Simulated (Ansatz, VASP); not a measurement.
## CoPdO2: VASP beside Ansatz

File INCAR:

```
SYSTEM = CoPdO2
ALGO     = Normal         ! electronic algorithm
EDIFF    = 1E-7           ! SCF threshold, eV
ENCUT    = 520            ! plane-wave cutoff, eV
ISIF     = 2              ! what is computed and relaxed
ISMEAR   = 0              ! smearing method
ISPIN    = 2              ! spin polarisation
LASPH    = .TRUE.         ! aspherical terms in the spheres
LCHARG   = .FALSE.        ! write CHGCAR
LDAU     = .TRUE.         ! DFT+U
LDAUJ    = 0 0 0        
LDAUL    = 2 2 -1         ! shell
LDAUPRINT= 1            
LDAUTYPE = 2            
LDAUU    = 1 1 0          ! U, eV
LMAXMIX  = 4              ! l up to which the mixer works
LORBIT   = 11             ! projections on sites
LREAL    = .FALSE.        ! projectors in reciprocal space
LWAVE    = .FALSE.        ! write WAVECAR
MAGMOM   = 0.01 0.05 0 0  ! initial moments
NBANDS   = 28             ! bands
NELM     = 150            ! most SCF steps
PREC     = Accurate       ! precision mode
SIGMA    = 0.05           ! smearing width, eV
```

The input KPOINTS:

```
k-points
0
G
  8 8 8
  0 0 0
```

File POSCAR:

```
CoPdO2
1.0
    1.4224998100      0.8212806500      5.9600012600
   -1.4224998100      0.8212806500      5.9600012600
    0.0000000000     -1.6425613000      5.9600012600
Co Pd O
1 1 2
Direct
    0.5000000000      0.5000000000      0.5000000000
    0.0000000000      0.0000000000      0.0000000000
    0.1121500000      0.1121500000      0.1121500000
    0.8878500000      0.8878500000      0.8878500000
```

Input for Ansatz:

```yaml
crystal:
  lattice:
    - [1.42249981, 0.82128065, 5.96000126]
    - [-1.42249981, 0.82128065, 5.96000126]
    - [0.0, -1.6425613, 5.96000126]
  atoms:
    - { symbol: Co, position: [0.5, 0.5, 0.5], spin: 3.0 }
    - { symbol: Pd, position: [0.0, 0.0, 0.0], spin: 2.0 }
    - { symbol: O, position: [0.11215, 0.11215, 0.11215] }
    - { symbol: O, position: [0.88785, 0.88785, 0.88785] }
basis:
  ecutwfc: 420
  ecutrho_ratio: 4
kpoints:
  mp_grid: { grid: [8, 8, 8] }
hamiltonian:
  xc: lda
  hubbard:
    sites:
      - { site: 0, l: d, u_eff: 1.0, starting_ns: [{ spin: up, occupation_matrix: s0up }, { spin: down, occupation_matrix: s0down }] }
      - { site: 1, l: d, u_eff: 1.0, starting_ns: [{ spin: up, occupation_matrix: s1up }, { spin: down, occupation_matrix: s1down }] }
    occupation_matrices:
      s0up:
        matrix:
          - [0.97, 0.0, 0.0, 0.0, 0.0]
          - [0.0, 0.97, 0.0, 0.0, 0.0]
          - [0.0, 0.0, 0.97, 0.0, 0.0]
          - [0.0, 0.0, 0.0, 0.97, 0.0]
          - [0.0, 0.0, 0.0, 0.0, 0.97]
      s0down:
        matrix:
          - [0.97, 0.0, 0.0, 0.0, 0.0]
          - [0.0, 0.34063, 0.0, 0.0, -0.44922]
          - [0.0, 0.0, 0.02, 0.0, 0.0]
          - [0.0, 0.0, 0.0, 0.02, 0.0]
          - [0.0, -0.44922, 0.0, 0.0, 0.64937]
      s1up:
        matrix:
          - [0.97, 0.0, 0.0, 0.0, 0.0]
          - [0.0, 0.97, 0.0, 0.0, 0.0]
          - [0.0, 0.0, 0.97, 0.0, 0.0]
          - [0.0, 0.0, 0.0, 0.97, 0.0]
          - [0.0, 0.0, 0.0, 0.0, 0.97]
      s1down:
        matrix:
          - [0.02, 0.0, 0.0, 0.0, 0.0]
          - [0.0, 0.97, 0.0, 0.0, 0.0]
          - [0.0, 0.0, 0.71116, 0.42296, 0.0]
          - [0.0, 0.0, 0.42296, 0.27884, 0.0]
          - [0.0, 0.0, 0.0, 0.0, 0.97]
    ns_hold: { iters: 10 }
scf:
  occupations: { method: gaussian, width: 0.05 }
  lower_state_search: "off"
  max_iter: 150
output:
  forces: true
  stress: true
  eigenvalues: true
  populations: true
  hubbard: { sites: [{ site: 0, l: d }, { site: 1, l: d }] }
  write_density: true
  write_potential: true
  elf: true
  volumetric_format: npy
magnetization:
  spin_polarized: true
```

Alike in both runs: task single point; functional LDA; k mesh 8 × 8 × 8; occupations gaussian, width 0.05 eV; collinear spin; Hubbard terms Co d U = 1.0 eV, Pd d U = 1.0 eV.

```csv
,VASP,Ansatz
version,VASP 6.6.1,Ansatz 0.2.0
potentials or method,"VASP PAW LDA potentials, release 64 (Co, Pd, O)","scalar-relativistic, plane waves, PAW"
plane-wave cutoff (eV),520,420
valence electrons in the cell,31,47
```

|  | VASP | Ansatz | Ansatz less VASP |
| --- | --- | --- | --- |
| gap on the k mesh at the Fermi level (eV) | none | none | - |
| pressure (GPa) | -16.2 | -15.3 | +0.88 |
| largest component of the traceless stress (GPa) | 3.95 | 3.52 | -0.426 |
| rms of the force components (eV/Å) | 0.127 | 0.175 | +0.0483 |
| net moment per atom (μB) | 0.02 | 0.02 | -0.005 |
| size of the moment on the site where the two differ most (μB) | 0.07 | 0.04 | -0.032 |

Site moments also hang on the region over which each program counts them. The programs project onto different local orbitals, so the same U acts differently. Atom by atom the forces differ by 0.048 eV/Å (rms over components). A gap of «none» marks a metal or a gap that the smearing closes. The two sets of potentials don't hold the same shells in valence. Ansatz warned: «filled_band_counts_differ_across_k_points».

The state reached can hang on the start; a lower one may exist.
